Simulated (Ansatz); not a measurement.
# CaSe: how the settings move a single-point run

How sensitive is a single-point run of CaSe to its settings? A reference run comes first, then one run with altered input.

The COD entry's cell or inner coordinates are ideal or old and differ from later refinements, so a difference from it is no clean test against experiment.

Method: reference: DFT, PBEsol, all-electron LAPW, scalar-relativistic; levels and slopes on a fine mesh, independent-particle optical spectra, in Ansatz 0.2.0.

1 further run of the same task is left out (it didn't finish).

**1. The system as given**

The structure is cubic, space group Fm-3m (No. 225). The conventional cell has a = 5.869 Å, b = 5.869 Å, c = 5.869 Å, α = 90.00°, β = 90.00°, γ = 90.00°. Ca (site symmetry m-3m) is surrounded by 6 Se at 2.93 Å. Around Se (site symmetry m-3m) lie 6 Ca at 2.93 Å.

Coordinates:

```xyz
2
Lattice="0.0000 2.9345 2.9345 2.9345 0.0000 2.9345 2.9345 2.9345 0.0000" Properties=species:S:1:pos:R:3 pbc="T T T"
Ca    0.0000    0.0000    0.0000
Se    2.9345    2.9345    2.9345
```

**2. Reference**

The input, input.yaml:

```yaml
crystal:
  lattice:
    - [0.0, 2.93445398767, 2.93445398767]
    - [2.93445398767, 0.0, 2.93445398767]
    - [2.93445398767, 2.93445398767, 0.0]
  atoms:
    - { symbol: Ca, position: [0.0, 0.0, 0.0] }
    - { symbol: Se, position: [0.5, 0.5, 0.5] }
kpoints:
  mp_grid: { grid: [6, 6, 6] }
scf:
  occupations: { method: fixed }
hamiltonian:
  xc: pbesol
  pseudopotentials: { kind: all_electron, lapw: { basis_error: 0.001 } }
output:
  forces: true
  stress: true
  eigenvalues: true
  eigenstates:
    nscf_kmesh: { grid: [12, 12, 12] }
    de_dk: true
    e_range: [-9, 11.88018479937]
  optics:
    e_range: [0, 20]
    de: 0.2
    sigma: 0.15
    bands: { spectra_wanted_up_to: 20 }
    nscf_kmesh: { grid: [12, 12, 12] }
checkpoint:
  write: ck
  write_wavefunctions: false
```

Started as:

```sh
$ ansatz run input.yaml --threads 1 --pin off --max-ram 3072MiB --backend cpu --events-out ev --progress --plain --runs-dir out
```

**3. Changed: occupations.method tetrahedron, preconditioner resta, accuracy medium**

input.yaml: that of step 2 with these lines changed.

```diff
@@ -11,3 +11,4 @@
 scf:
-  occupations: { method: fixed }
+  occupations: { method: tetrahedron }
+  mixing: { preconditioner: resta }
 hamiltonian:
@@ -32 +33,2 @@
   write_wavefunctions: false
+accuracy: medium
```

**Question.** What will these runs give? Wanted: for each run, ending; energy change; pressure; gap; force.

As calculated:

```
                                                                     run     ending       energy change  pressure (GPa)  gap (eV)  force (eV/Å)  cycles  time
                                                               reference  converged                   0             0.0      1.88          0.00       -  43 s
1: occupations.method tetrahedron, preconditioner resta, accuracy medium  converged  0.0 meV/atom (σ→0)             0.0      1.88          0.00      11  43 s
```

Residual by cycle in the longest SCF loop of each run; runs are numbered as in the table. The quantity is the density residual dr2, in eV.

```
cycle  reference    run 1
    1      0.418    0.418
    2     0.0202    0.122
    3     0.0095   0.0228
    4     1.6e-4   2.6e-4
    5     1.4e-6   3.4e-5
    6     8.8e-8   3.1e-6
    7    5.2e-10   7.9e-7
    8    1.2e-11   1.8e-8
    9    5.4e-14   2.4e-9
   10          -  6.8e-11
   11          -  2.5e-12
```

**Reading.** The changed input (smearing and mixing) leaves the energy the same to the digits printed.

These are semilocal Kohn-Sham gaps, which aren't the measured quantity. Such gaps usually fall short of the measured ones.
